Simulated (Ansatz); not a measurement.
Co: computed DOS

```xyz
1
Lattice="0.0000 1.7957 1.7957 1.7957 0.0000 1.7957 1.7957 1.7957 0.0000" Properties=species:S:1:pos:R:3 pbc="T T T"
Co    0.0000    0.0000    0.0000
```

The geometry is COD entry 9012936, unchecked; take it as a test cell. It was measured hot, at 1300 K.

Method: Ansatz 0.2.0, DFT, PBE, all-electron LAPW, scalar-relativistic.

Settings: a Γ-centred 16×16×16 k mesh, Fermi–Dirac smearing of 0.08 eV, basis error target 1 meV/atom, spin-polarised from start moments Co 2 μB, ending with a cell moment of 1.71 μB.

States per eV and cell, averaged over 0.6 eV, from -5.8 to 3.6 eV, with energies (bin centres) from the Fermi level; empty bins are left out. The partial columns, the largest 2 alone, are projections on Löwdin-orthogonalised atomic shells (those that the program's projection atoms carry: the occupied ones and, for some elements, an empty d or f shell; other empty shells have no column), summed over atoms of an element and both spins. Weights on diffuse s and p shells depend on that basis and aren't pure angular character.

```json
{"E (eV)": "-5.6", "spin-up": "0.13", "spin-down": "0.09", "Co 3d": "0.04", "Co 4s": "0.17"}
{"E (eV)": "-5.0", "spin-up": "0.42", "spin-down": "0.12", "Co 3d": "0.30", "Co 4s": "0.24"}
{"E (eV)": "-4.4", "spin-up": "0.81", "spin-down": "0.19", "Co 3d": "0.76", "Co 4s": "0.22"}
{"E (eV)": "-3.8", "spin-up": "0.94", "spin-down": "0.39", "Co 3d": "1.14", "Co 4s": "0.16"}
{"E (eV)": "-3.2", "spin-up": "1.04", "spin-down": "0.53", "Co 3d": "1.41", "Co 4s": "0.12"}
{"E (eV)": "-2.6", "spin-up": "1.59", "spin-down": "0.78", "Co 3d": "2.23", "Co 4s": "0.07"}
{"E (eV)": "-2.0", "spin-up": "1.34", "spin-down": "0.85", "Co 3d": "2.06", "Co 4s": "0.05"}
{"E (eV)": "-1.4", "spin-up": "1.17", "spin-down": "1.06", "Co 3d": "2.10", "Co 4s": "0.05"}
{"E (eV)": "-0.8", "spin-up": "1.09", "spin-down": "1.14", "Co 3d": "2.13", "Co 4s": "0.05"}
{"E (eV)": "-0.2", "spin-up": "0.16", "spin-down": "0.88", "Co 3d": "0.95", "Co 4s": "0.06"}
{"E (eV)": "0.4", "spin-up": "0.15", "spin-down": "1.13", "Co 3d": "1.17", "Co 4s": "0.07"}
{"E (eV)": "1.0", "spin-up": "0.14", "spin-down": "1.42", "Co 3d": "1.45", "Co 4s": "0.08"}
{"E (eV)": "1.6", "spin-up": "0.14", "spin-down": "0.23", "Co 3d": "0.22", "Co 4s": "0.09"}
{"E (eV)": "2.2", "spin-up": "0.13", "spin-down": "0.20", "Co 3d": "0.14", "Co 4s": "0.10"}
{"E (eV)": "2.8", "spin-up": "0.12", "spin-down": "0.17", "Co 3d": "0.10", "Co 4s": "0.09"}
{"E (eV)": "3.4", "spin-up": "0.11", "spin-down": "0.15", "Co 3d": "0.07", "Co 4s": "0.08"}
```

(1) Which of the resolved shells contributes most within 0.3 eV of the Fermi level?

(2) Where is the centre of the filled Co 3d states between -14 eV and the top of the filled states?

Answers

(1) Co 3d, with 92 % of all states there; Co 4s follows with 5 %.

(2) -2.19 eV from the Fermi level.
